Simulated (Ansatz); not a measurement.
## HfN under strain — ¹⁷⁷Hf nuclear quadrupole resonance

Cell: a structure deposited in the COD, relaxed with PBE at fixed cell and then changed (z compressed by 2 %, ions relaxed).

```
Hf N
1.0
     0.00000    2.25900    2.21382
     2.25900    0.00000    2.21382
     2.25900    2.25900    0.00000
Hf N
1 1
Direct
  0.00000 0.00000 0.00000
  0.50000 0.50000 0.50000
```

Atom numbers follow the list; atoms alike are taken as one site, whose name carries the number of the first.

Method: Kohn–Sham DFT in Ansatz, PBE, plane waves and PAW, scalar-relativistic, 420 eV cutoff, Γ-centred 18×18×18 k-points, Fermi–Dirac smearing 0.05 eV.

¹⁷⁷Hf: I = 7/2, Q = 3365 mb (year-2017 value). Static lattice, zero field.

Problem. At which frequencies do the ¹⁷⁷Hf NQR lines lie?

Solution. For I = 7/2 and η = 0 the lines are |C_Q|/14 times 1, 2 and 3; η shifts the lowest up most.

```tsv
site	atoms	V_zz (10²¹ V/m²)	C_Q (MHz)	η	line frequencies (MHz)
Hf	1	-9.28	-755	0.00	53.9, 107.9, 161.8
```

Problem. And for 179Hf (I = 9/2, Q = 3793 mb) on Hf?

Solution. C_Q scales with Q to -851 MHz, with lines at 35.5, 70.9, 106.4, 141.9 MHz.

An axis of threefold or higher order runs through Hf, so V_zz lies along it and η is zero.

With no gap above 0.1 eV, as in a metal, the gradients converge slowly in k; expect changes of a tenth or more on a denser mesh. Without spin–orbit coupling the gradients at and beside Hf can be off by some per cent, at some sites by more. At this changed cell the PBE pressure is 12 GPa.

The relaxation (1 step) took 13 s of wall time (13 s of CPU time) and 0.64 GiB at its peak, on 1 thread of Intel Xeon Platinum 8488C (Sapphire Rapids) (x86_64; 16 cores open to the job, memory cap 3.0 GiB, no GPU), a shared host with a load of 0.4 a core.
